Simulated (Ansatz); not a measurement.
A generator proposed this cell of C.

```yaml
crystal:
  lattice:
    - [1.72773, 0.00000, 0.00000]
    - [0.00000, 1.72773, 0.00000]
    - [0.00000, 0.00000, 3.73569]
  atoms:
    - { symbol: C, position: [0.00000, 0.00000, 0.81370] }
    - { symbol: C, position: [0.00000, 0.00000, 0.18630] }
```

Theory: DFT PBE, scalar-relativistic, plane waves, PAW (Ansatz). Plane waves to 420 eV, a k mesh through Γ of 10×10×6 on the computed 2-atom cell and Gaussian smearing (0.10 eV); no spin polarisation.

Energies count from the standard state of C at the same level.

Problem. Estimate its pressure, forces and energy as it stands.

Solution. The pressure is 62.4 GPa (the mean over three directions, positive in compression), the largest force is 4.13 eV/Å, and the energy is +2.81 eV/atom against the standard state. The shortest distance is 1.39 Å.

Problem. Is it a good guess?

Solution. A rough one: relaxing gains about 0.20 eV/atom (the start's value is from the coarse mesh, so the gain is rough) in 39 ionic steps and ends at +2.61 eV/atom on the finer mesh. The symmetry stays P4/mmm (No. 123). The volume per atom grows by 51.0 %, from 5.6 to 8.4 Å³. The shortest distance goes from 1.39 Å (C–C) to 1.50 Å (C–C). The ratio c/a of the conventional cell changes by a factor of 1.36. Conventional cell: a = 1.789 Å, c = 5.262 Å. Around C lie 1 C at 1.50 Å and 4 C at 1.79 Å.

The last run used a 30×30×12 mesh (in the run's order of axes) for its 2-atom cell and Gaussian smearing of 0.10 eV. No dispersion correction is applied, so the spacing and binding between layers, chains or molecules are poorly described. The reference form of C is held partly by dispersion forces, which this level lacks. The relaxation can't lower the symmetry of the start, and the grade says only how near the guess is to its own end. Symmetry constrained the relaxation, so the result can be a saddle point.
